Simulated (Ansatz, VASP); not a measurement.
W: VASP beside Ansatz

```
CELL_PARAMETERS angstrom
-1.56096 1.56096 1.56096
1.56096 -1.56096 1.56096
1.56096 1.56096 -1.56096
ATOMIC_POSITIONS crystal
W 0.00000 0.00000 0.00000
```

Alike in both runs: task single point; functional SVWN5; k mesh 12 × 12 × 12; occupations fermi-dirac, width 0.05 eV; no spin polarisation.

|  | VASP | Ansatz |
| --- | --- | --- |
| version | VASP 6.6.1 | Ansatz 0.2.0 |
| potentials or method | VASP PAW PBE potentials, release 64 (W_sv) | Ansatz PAW |
| plane-wave cutoff (eV) | 520 | 420 |
| valence electrons in the cell | 14 | 14 |

|  | VASP | Ansatz | Ansatz less VASP |
| --- | --- | --- | --- |
| gap on the k mesh at the Fermi level (eV) | none | none | - |
| pressure (GPa) | 4.7 | 3.8 | -0.92 |

A gap of «none» marks a metal or a gap that the smearing closes. With one functional, cell and mesh, what is left measures potentials, basis and numerics.

Caveats: the PAW data sets were made with another functional, which shifts forces and pressure a little (VASP); the PAW data sets come from PBE, with cores solved anew for the run's functional, which leaves a small shift of forces and pressure (Ansatz). Spin-orbit coupling is left out, which matters for the levels of W.
